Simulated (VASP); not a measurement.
Fe:

```
Fe
1.0
     2.61976    0.00000    0.00000
    -1.30988    2.26878    0.00000
     0.00000    0.00000    8.44925
Fe
4
Direct
  0.00000 0.00000 0.00000
  0.00000 0.00000 0.50000
  0.33333 0.66667 0.75000
  0.66667 0.33333 0.25000
```

The cell was built by a generator and needn't be a form met in nature.

- Program: VASP 6.6.1
- Task: relaxation of cell and atoms
- Functional: PBE
- Potentials or basis: VASP PAW PBE potentials, release 64 (Fe)
- Cutoff: 600 eV
- k mesh: 9 × 9 × 2
- Occupations: gaussian, width 0.1 eV
- Spin: collinear spin, typed start
- Starting moments: [2.97, 2.97, 2.95, 2.95] μB

At the start: pressure -6.2 GPa; volume 12.55 Å³/atom.

**Question.** Where does the relaxation end?

**Answer.** Over 9 steps the energy falls by 27.1 meV/atom and the volume is 12.02 Å³/atom (-4.2 %); space group P6_3/mmc (No. 194, to 0.05 Å); moment 10.28 μB per cell.

Step by step:
```
step  energy change (eV)  largest force (eV/Å)  pressure (GPa)  volume (Å³)
   1              0.0000                0.0000           -6.20        50.22
   2             -0.0666                0.0000            3.32        46.76
   3             -0.0711                0.0000            0.84        47.40
   4             -0.0871                0.0000            0.77        47.50
   5             -0.0988                0.0000            1.70        47.74
   6             -0.1057                0.0000            1.11        47.64
   7             -0.1067                0.0000            1.25        47.67
   8             -0.1064                0.0000           -1.31        48.55
   9             -0.1082                0.0000            0.08        48.09
```

Final structure:
```
CELL_PARAMETERS angstrom
2.52372 0.00000 0.00000
-1.26186 2.18560 0.00000
0.00000 0.00000 8.71930
ATOMIC_POSITIONS crystal
Fe 0.00000 0.00000 0.00000
Fe 0.00000 0.00000 0.50000
Fe 0.33333 0.66667 0.75000
Fe 0.66667 0.33333 0.25000
```

Caveat: the k mesh is coarse (spacing up to 0.37 Å⁻¹), so the values aren't converged.
